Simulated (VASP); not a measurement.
# MgS (P6_3mc) in VASP: notebook

One crystal, MgS, is run at these levels: TPSS+D2, SCAN0, TPSSh, SCAN+MBD-FI; tasks: electrostatic potential, single point.

All numbers are computed with VASP 6.6.1; they aren't measurements. Logs are shortened: lines on timing, memory, paths and dates and some standing lists are left out, and cuts for length are marked.

## 1. The crystal as given

It takes space group P6_3mc (No. 186, hexagonal). Conventional cell: a = 4.035 Å, b = 4.035 Å, c = 6.432 Å, α = 90.00°, β = 90.00°, γ = 120.00°. Around S (site symmetry 3m) lie 4 Mg at 2.45 to 2.47 Å. Around Mg (site symmetry 3m) lie 4 S at 2.45 to 2.47 Å.

The cell comes from a database or a generator and needn't be the stable form of this composition.

## 2. Electrostatic potential, TPSS+D2 (cell strained at random at fixed volume)

Input file INCAR:

```
PREC     = Accurate       # precision mode
ENCUT    = 520            # plane-wave cutoff, eV
EDIFF    = 1E-7           # SCF threshold, eV
ISMEAR   = -1             # smearing method
SIGMA    = 0.02           # smearing width, eV
LREAL    = False          # projectors in reciprocal space
LASPH    = True           # aspherical terms in the spheres
NELM     = 100            # most SCF steps
ALGO     = Normal         # electronic algorithm
ISIF     = 2              # what is computed and relaxed
LWAVE    = False          # write WAVECAR
LCHARG   = True           # write CHGCAR
METAGGA  = TPSS           # meta-GGA
LMIXTAU  = True         
IVDW     = 1              # dispersion correction
LVHAR    = True
```

Input file KPOINTS:

```
Automatic mesh
0
Gamma
  8 8 4
```

Input file POSCAR:

```
MgS
1.0
    4.0149930000      0.0021400000      0.0068310000
   -2.0056430000      3.4761850000      0.0519020000
    0.0108910000      0.1018350000      6.4966680000
S Mg
2 2
Cartesian
    2.0176901816      1.2496928279      5.7340120002
    0.0053660145      2.3567903281      2.5007016668
    0.0120804325      2.4195726953      6.5059670032
    2.0135135996      1.2106401950      3.2426093365
```

Potentials or basis: VASP PAW PBE potentials, release 64 (S, Mg).

The run is started by

```
cat potpaw_PBE.64/S/POTCAR potpaw_PBE.64/Mg/POTCAR > POTCAR
mpirun -np 1 vasp_std > vasp.out
```

OUTCAR:

```text
PREC = Accurate
   ENCUT = 520
   EDIFF = 1E-7
   ISMEAR = -1
   LREAL = False
   LASPH = True
   NELM = 100
   ISIF = 2
   METAGGA = TPSS
   IVDW = 1
  IVDW =   1

 ion  position               nearest neighbor table
   1  0.667  0.333  0.879-   3 2.42   3 2.45   3 2.45   4 2.49
   2  0.333  0.667  0.379-   4 2.43   4 2.43   4 2.46   3 2.49
   3  0.333  0.667  0.996-   1 2.42   1 2.45   1 2.45   2 2.49
   4  0.667  0.333  0.496-   2 2.43   2 2.43   2 2.46   1 2.49

  LATTYP: Found a triclinic cell.
 ALAT       =     4.0174222822
 B/A-ratio  =     0.9993969016
 C/A-ratio  =     1.6173244314
 COS(alpha) =     0.0033856994
 COS(beta)  =     0.0290259705
 COS(gamma) =     0.5006445784

  Lattice vectors:

 A1 = (  -2.0093500000,  -3.4783250000,  -0.0587330000)
 A2 = (  -4.0149930000,  -0.0021400000,  -0.0068310000)
 A3 = (  -0.0108910000,  -0.1018350000,  -6.4966680000)

Analysis of symmetry for initial positions (statically):
=====================================================================
 Subroutine PRICEL returns:
 Original cell was already a primitive cell.

 Routine SETGRP: Setting up the symmetry group for a
 triclinic supercell.

 Subroutine GETGRP returns: Found  1 space group operations
 (whereof  1 operations were pure point group operations)
 out of a pool of  2 trial point group operations.

The static configuration has the point symmetry C_1 .

Analysis of symmetry for dynamics (positions and initial velocities):
=====================================================================
 Subroutine PRICEL returns:
 Original cell was already a primitive cell.

 Routine SETGRP: Setting up the symmetry group for a
 triclinic supercell.

 Subroutine GETGRP returns: Found  1 space group operations
 (whereof  1 operations were pure point group operations)
 out of a pool of  2 trial point group operations.

The dynamic configuration has the point symmetry C_1 .

 Subroutine INISYM returns: Found  1 space group operations
 (whereof  1 operations are pure point group operations),
 and found     1 'primitive' translations

----------------------------------------------------------------------------------------

                                     Primitive cell

  volume of cell :      90.6781

  direct lattice vectors                    reciprocal lattice vectors
     4.014993000  0.002140000  0.006831000     0.248994386  0.143701334 -0.002669926
    -2.005643000  3.476185000  0.051902000    -0.000145650  0.287654970 -0.004508735
     0.010891000  0.101835000  6.496668000    -0.000260645 -0.002449177  0.153963886

  length of vectors
     4.014999381  4.013621783  6.497475208     0.287498533  0.287690340  0.153983585

  position of ions in fractional coordinates (direct lattice)
     0.666666667  0.333333333  0.879244150
     0.333333333  0.666666667  0.379244150
     0.333333333  0.666666667  0.995754850
     0.666666667  0.333333333  0.495754850

  ion indices of the primitive-cell ions
   primitive index   ion index
                 1           1
                 2           2
                 3           3
                 4           4

----------------------------------------------------------------------------------------

 KPOINTS: Automatic mesh

Automatic generation of k-mesh.
 Grid dimensions read from file:
 generate k-points for:    8    8    4

 Generating k-lattice:

  Cartesian coordinates                     Fractional coordinates (reciprocal lattice)
     0.031124298  0.017962667 -0.000333741     0.125000000  0.000000000  0.000000000
    -0.000018206  0.035956871 -0.000563592     0.000000000  0.125000000  0.000000000
    -0.000065161 -0.000612294  0.038490971     0.000000000  0.000000000  0.250000000

  Length of vectors
     0.035937317  0.035961292  0.038495896

  Shift w.r.t. Gamma in fractional coordinates (k-lattice)
     0.000000000  0.000000000  0.000000000

 Subroutine IBZKPT returns following result:
 ===========================================

 Found    132 irreducible k-points:

 Following reciprocal coordinates:
            Coordinates               Weight
  0.000000  0.000000  0.000000      1.000000
  0.125000  0.000000  0.000000      2.000000
  0.250000  0.000000  0.000000      2.000000
  0.375000  0.000000 -0.000000      2.000000
  0.500000  0.000000  0.000000      1.000000
  0.000000  0.125000  0.000000      2.000000
[... 16 lines left out ...]
  0.125000  0.375000  0.000000      2.000000
  0.250000  0.375000 -0.000000      2.000000
 [... further k-points ...]
   k-points           NKPTS =    132   k-points in BZ     NKDIM =    132   number of bands    NBANDS=     12
   number of dos      NEDOS =    301   number of ions     NIONS =      4
   total plane-waves  NPLWV =  43200
   dimension x,y,z NGX =    30 NGY =   30 NGZ =   48
   dimension x,y,z NGXF=    60 NGYF=   60 NGZF=   96
   ions per type =               2   2
   NGX,Y,Z   is equivalent  to a cutoff of  12.42, 12.43, 12.28 a.u.
   NGXF,Y,Z  is equivalent  to a cutoff of  24.84, 24.85, 24.56 a.u.
 SYSTEM =  unknown system
   PREC   = accura    normal or accurate (medium, high low for compatibility)
   ISTART =      0    job   : 0-new  1-cont  2-samecut
   ICHARG =      2    charge: 1-file 2-atom 10-const
   ISPIN  =      1    spin polarized calculation?
   LNONCOLLINEAR =      F non collinear calculations
   LSORBIT =      F    spin-orbit coupling
   LASPH  =      T    aspherical Exc in radial PAW
   ENCUT  =  520.0 eV  38.22 Ry    6.18 a.u.   7.47  7.46 12.08*2*pi/ulx,y,z
   NELM   =    100;   NELMIN=  2; NELMDL= -5     # of ELM steps
   EDIFF  = 0.1E-06   stopping-criterion for ELM
   LREAL  =      F    real-space projection
   EDIFFG = 0.1E-05   stopping-criterion for IOM
   NSW    =      0    number of steps for IOM
   IBRION =     -1    ionic relax: 0-MD 1-quasi-New 2-CG
   NFREE  =      0    steps in history (QN), initial steepest desc. (CG)
   ISIF   =      2    stress and relaxation
   ISYM   =      2    0-nonsym 1-usesym 2-fastsym
   POTIM  = 0.5000    time-step for ionic-motion
   TEBEG  =    0.0;   TEEND  =   0.0 temperature during run
   PSTRESS=    0.0 pullay stress
   NELECT =      16.0000    total number of electrons
   NUPDOWN=      -1.0000    fix difference up-down
   EMIN   =  10.00;   EMAX   =-10.00  energy-range for DOS
   EFERMI =   0.00;   METHOD = LEGACY
   ISMEAR =    -1;   SIGMA  =   0.02  broadening in eV -4-tet -1-fermi 0-gaus
   EFERMI_NEDOS =   21; number of points for ismear=-14 and -15
   IALGO  =     38    algorithm
   IMIX   =      4    mixing-type and parameters
     AMIX     =   0.40;   BMIX     =  1.00
     AMIX_MAG =   1.60;   BMIX_MAG =  1.00
  volume/ion in A,a.u.               =      22.67       152.98
  Fermi-wavevector in a.u.,A,eV,Ry     =   0.918221  1.735187 11.471486  0.843130
  Thomas-Fermi vector in A             =   2.043279
   LORBIT       =      0    0 simple, 1 ext, 2 COOP (PROOUT), +10 PAW based schemes
   METAGGA = TPSS    functional components
   LHFCALC =     F    Hartree Fock is set to
   AEXX    =    0.0000 exact exchange contribution
   IVDW    =     1    specifies the selected vdW correction
   LEPSILON=     F    determine dielectric tensor
   LRPA    =     F    only Hartree local field effects (RPA)
 non-spin polarized calculation
  energy-cutoff  :      520.00
  volume of cell :       90.68
 maximum number of plane-waves:      2464
 NGX is ok and might be reduce to    30
   NGX = 15   NGY = 15   NGZ = 25

 number of electron      16.0000004 magnetization

 Free energy of the ion-electron system (eV)
  ---------------------------------------------------
  ext. energy  EPLUGINS =         0.00000000
  ---------------------------------------------------
  free energy    TOTEN  =       -35.17933749 eV

  energy without entropy =      -35.17933749  energy(sigma->0) =      -35.17933749

 E-fermi :   1.5168     XC(G=0):  -8.5504

 val. band max:        1.0824687995   @ k =   0.0000   0.0000   0.0000
 cond. band min:       4.7590217584   @ k =   0.0000   0.0000   0.0000
 fundamental gap:      3.6765529589
 Fermi energy:         1.5167603889

 k-point     1 :       0.0000    0.0000    0.0000
  band No.  band energies     occupation
      1     -10.5744      2.00000
      2      -9.8633      2.00000
      3      -2.1614      2.00000
      4       0.5358      2.00000
      5       0.5391      2.00000
      6       0.9191      2.00000
      7       0.9374      2.00000
      8       1.0825      2.00000
      9       4.7590      0.00000
     10       6.1159      0.00000
     11       8.8821      0.00000
     12       8.8936      0.00000

 k-point     2 :       0.1250    0.0000    0.0000
  band No.  band energies     occupation
      1     -10.4962      2.00000
      2      -9.8228      2.00000
      3      -2.0366      2.00000
      4       0.0639      2.00000
      5       0.4046      2.00000
      6       0.4435      2.00000
      7       0.8836      2.00000
      8       1.0251      2.00000
      9       5.3472      0.00000
     10       6.6297      0.00000
     11       8.4172      0.00000
     12       9.1196      0.00000

 k-point     3 :       0.2500    0.0000    0.0000
  band No.  band energies     occupation
      1     -10.2882      2.00000
      2      -9.7305      2.00000
      3      -1.6894      2.00000
      4      -0.8673      2.00000
      5      -0.4344      2.00000
      6       0.1597      2.00000
      7       0.7453      2.00000
      8       0.8478      2.00000
      9       6.2733      0.00000
     10       6.8815      0.00000
     11       7.8271      0.00000
     12       8.6244      0.00000

 k-point     4 :       0.3750    0.0000   -0.0000
  band No.  band energies     occupation
      1     -10.0343      2.00000
      2      -9.6618      2.00000
      3      -1.6794      2.00000
      4      -1.2103      2.00000
      5      -1.0502      2.00000
      6      -0.0551      2.00000
      7       0.4398      2.00000
      8       0.6674      2.00000
      9       6.2259      0.00000
     10       6.6330      0.00000
     11       7.1810      0.00000
     12       8.9867      0.00000

 k-point     5 :       0.5000    0.0000    0.0000
  band No.  band energies     occupation
      1      -9.8958      2.00000
      2      -9.6591      2.00000
      3      -1.9544      2.00000
      4      -1.3983      2.00000
      5      -0.7888      2.00000
      6      -0.1358      2.00000
      7       0.1566      2.00000
      8       0.6092      2.00000
      9       6.0437      0.00000
     10       6.3818      0.00000
     11       7.1214      0.00000
     12       8.8899      0.00000
[... 228 lines left out ...]
      1     -10.3521      2.00000
      2      -9.7559      2.00000
      3      -1.7976      2.00000
      4      -0.4688      2.00000
      5      -0.3626      2.00000
      6       0.2863      2.00000
      7       0.7092      2.00000
      8       0.8916      2.00000
      9       6.1489      0.00000
     10       7.3102      0.00000
     11       7.9000      0.00000
     12       8.2426      0.00000

 k-point    22 :       0.0000    0.3750    0.0000
  band No.  band energies     occupation
      1     -10.0331      2.00000
      2      -9.6620      2.00000
      3      -1.6792      2.00000
      4      -1.2191      2.00000
      5      -1.0391      2.00000
      6      -0.0602      2.00000
      7       0.4513      2.00000
      8       0.6558      2.00000
      9       6.2199      0.00000
     10       6.6379      0.00000
     11       7.1849      0.00000
     12       9.0132      0.00000

 k-point    23 :       0.1250    0.3750    0.0000
  band No.  band energies     occupation
      1      -9.9012      2.00000
      2      -9.6544      2.00000
      3      -1.7918      2.00000
      4      -1.3000      2.00000
      5      -0.8094      2.00000
      6      -0.3953      2.00000
      7       0.2145      2.00000
      8       0.3402      2.00000
      9       6.4281      0.00000
     10       6.6573      0.00000
     11       7.4791      0.00000
     12       8.8008      0.00000

 k-point    24 :       0.2500    0.3750   -0.0000
  band No.  band energies     occupation
      1      -9.7784      2.00000
      2      -9.6772      2.00000
      3      -1.5902      2.00000
      4      -1.2098      2.00000
      5      -1.0094      2.00000
      6      -0.4665      2.00000
      7      -0.1760      2.00000
      8      -0.0485      2.00000
      9       6.1137      0.00000
     10       7.8206      0.00000
     11       8.3507      0.00000
     12       8.8176      0.00000

 [... further k-points ...]

------------------------ aborting loop because EDIFF is reached ----------------------------------------

  DFT-D2 method for vdW energy calculation

  Number of pair interactions contributing to vdW energy:   57730

  Edisp (eV):   -0.64648

  FORCE on cell =-STRESS in cart. coord.  units (eV):
  Direction    XX          YY          ZZ          XY          YZ          ZX
  --------------------------------------------------------------------------------------
  -------------------------------------------------------------------------------------
  Total      -0.20424    -0.20104    -1.30627    -0.02363    -0.45224    -0.04825
  in kB      -3.60867    -3.55223   -23.08033    -0.41750    -7.99051    -0.85259
  external pressure =      -10.08 kB  Pullay stress =        0.00 kB

 VOLUME and BASIS-vectors are now :
 -----------------------------------------------------------------------------
  energy-cutoff  :      520.00
  volume of cell :       90.68
      direct lattice vectors                 reciprocal lattice vectors
     4.014993000  0.002140000  0.006831000     0.248994386  0.143701334 -0.002669926
    -2.005643000  3.476185000  0.051902000    -0.000145650  0.287654970 -0.004508735
     0.010891000  0.101835000  6.496668000    -0.000260645 -0.002449177  0.153963886

 POSITION                                       TOTAL-FORCE (eV/Angst)
 -----------------------------------------------------------------------------------
      2.01769      1.24969      5.73401         0.017958      0.127138     -0.136569
      0.00537      2.35679      2.50070         0.006928      0.113389     -0.136316
      0.01208      2.41957      6.50597        -0.017315     -0.125412      0.136511
      2.01351      1.21064      3.24261        -0.007570     -0.115115      0.136374
 -----------------------------------------------------------------------------------
    total drift:                               -0.000052     -0.000628      0.000980

  FREE ENERGIE OF THE ION-ELECTRON SYSTEM (eV)
  ---------------------------------------------------
  free  energy   TOTEN  =       -35.8258135514 eV

  energy  without entropy=      -35.8258135514  energy(sigma->0) =      -35.82581355
```

Run time: 7.4 min. Hardware: 1 thread of Intel Xeon Platinum 8488C (Sapphire Rapids), shared host; peak memory 0.3 GiB.

Results:

- Free energy: -35.8258 eV
- Pressure: -1.0 GPa
- Largest force: 0.187 eV/Å
- Band gap on the k mesh: 3.68 eV, direct
- Dispersion energy per atom: -0.162 eV

Forces on the atoms (eV/Å):
```
S    0.018  0.127 -0.137
S    0.007  0.113 -0.136
Mg  -0.017 -0.125  0.137
Mg  -0.008 -0.115  0.136
```

Stress tensor (GPa, compression positive):
```
-0.36 -0.04 -0.09
-0.04 -0.36 -0.80
-0.09 -0.80 -2.31
```

Caveat: the PAW data sets were made with another functional, which shifts forces and pressure a little.

## 3. Single point, SCAN0 (volume scaled by 1.08)

Input file POSCAR:

```
MgS
1.0
    4.1394643617      0.0000000000      0.0000000000
   -2.0697321809      3.5848812954      0.0000000000
    0.0000000000      0.0000000000      6.5994409978
S Mg
2 2
Cartesian
    2.0697321810      1.1949604317      5.8025198906
   -0.0000000002      2.3899208637      2.5027993917
   -0.0000000002      2.3899208637      6.5714253808
    2.0697321810      1.1949604317      3.2717048819
```

Input file INCAR.step1:

```
PREC     = Accurate       # precision mode
ENCUT    = 520            # plane-wave cutoff, eV
EDIFF    = 1E-5           # SCF threshold, eV
ISMEAR   = -1             # smearing method
SIGMA    = 0.02           # smearing width, eV
LREAL    = F              # projectors in reciprocal space
LASPH    = T              # aspherical terms in the spheres
NELM     = 60             # most SCF steps
ALGO     = Normal         # electronic algorithm
ISIF     = 2              # what is computed and relaxed
LWAVE    = T              # write WAVECAR
LCHARG   = F              # write CHGCAR
GGA      = PE             # functional
```

Input file INCAR.step2:

```
PREC     = Accurate       # precision mode
ENCUT    = 520            # plane-wave cutoff, eV
EDIFF    = 1E-6           # SCF threshold, eV
ISMEAR   = -1             # smearing method
SIGMA    = 0.02           # smearing width, eV
LREAL    = F              # projectors in reciprocal space
LASPH    = T              # aspherical terms in the spheres
NELM     = 60             # most SCF steps
ALGO     = Normal         # electronic algorithm
ISIF     = 2              # what is computed and relaxed
LWAVE    = F              # write WAVECAR
LCHARG   = F              # write CHGCAR
METAGGA  = SCAN           # meta-GGA
LHFCALC  = T              # exact exchange
AEXX     = 0.25           # exact-exchange fraction
LMIXTAU  = T            
PRECFOCK = Normal       
HFRCUT   = -1           
ISTART   = 1
```

Input file KPOINTS:

```
regular mesh
0
Gamma
  5 5 3
```

Potentials or basis: VASP PAW PBE potentials, release 64 (S, Mg).

The run is started by

```
cat potpaw_PBE.64/S/POTCAR potpaw_PBE.64/Mg/POTCAR > POTCAR
cp INCAR.step1 INCAR
mpirun -np 1 vasp_std > vasp.out
cp INCAR.step2 INCAR
mpirun -np 1 vasp_std > vasp.out
```

Wall time 5.4 min (1 thread of Intel Xeon Platinum 8488C (Sapphire Rapids), shared host); peak memory 0.25 GiB.

The run converged. Its results:

```yaml
Free_energy: -34.6355 eV
Pressure: -5.0 GPa
Largest_force: 0.065 eV/Å
Band_gap_on_the_k_mesh: 5.11 eV, direct
```

Forces on the atoms (eV/Å):
```
S    0.000  0.000 -0.065
S    0.000  0.000 -0.065
Mg   0.000  0.000  0.065
Mg   0.000  0.000  0.065
```

Stress tensor (GPa, compression positive):
```
-5.06  0.00  0.00
 0.00 -5.06  0.00
 0.00  0.00 -4.88
```

Levels at points of the mesh, in eV from the valence-band top:
```tsv
k point	band 4	band 5	band 6	band 7	band 8	band 9	band 10	band 11	band 12
(0.00, 0.00, 0.00)	-0.60	-0.60	-0.16	-0.16	0.00	5.11	6.58	9.59	9.59
```

Caveat: the PAW data sets were made with another functional, which shifts forces and pressure a little.

(Continued in part 2 of 2.)
